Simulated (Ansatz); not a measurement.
# CdO (Monteponite) under changes of volume

One of the cells (12.970 Å³/atom); the others are scaled copies at fixed shape and fractional positions:

```xyz
2
Lattice="0.0000 2.3495 2.3495 2.3495 0.0000 2.3495 2.3495 2.3495 0.0000" Properties=species:S:1:pos:R:3 pbc="T T T"
Cd    0.0000    0.0000    0.0000
O     2.3495    2.3495    2.3495
```

| Property | Result |
| --- | --- |
| Program | Ansatz 0.2.0 |
| Functional | PBE |
| Potentials or basis | Ansatz PAW |
| Cutoff | 420 eV (not typed: the program's choice for these potentials) |
| k mesh | 10 × 10 × 10 |
| Occupations | fermi-dirac, width 0.05 eV |
| Spin | no spin polarisation |

| volume (Å³/atom) | energy over the lowest point (meV/atom) | pressure (GPa) |
| --- | --- | --- |
| 12.191 | 65.17 | 17.1 |
| 12.451 | 40.91 | 13.0 |
| 12.710 | 22.87 | 9.3 |
| 12.970 | ? | ? |
| 13.229 | 3.00 | 3.2 |
| 13.488 | 0.00 | 0.6 |
| 13.748 | 1.07 | -1.8 |

Question: What does the run at 12.970 Å³/atom give?

Answer: Energy over the lowest point 10.41 meV/atom; pressure 6.1 GPa.

Worked out: A Birch-Murnaghan fit of order 3 (a polynomial in V^(-2/3)) to the other rows has its minimum at 13.55 Å³/atom with B0 = V·E''(V) = 127 GPa and B' = 4.6. It gives 10.42 meV/atom at 12.970 Å³/atom, against the run's 10.41, and -dE/dV = 6.1 GPa, against 6.1.

Energies are extrapolated to zero smearing.
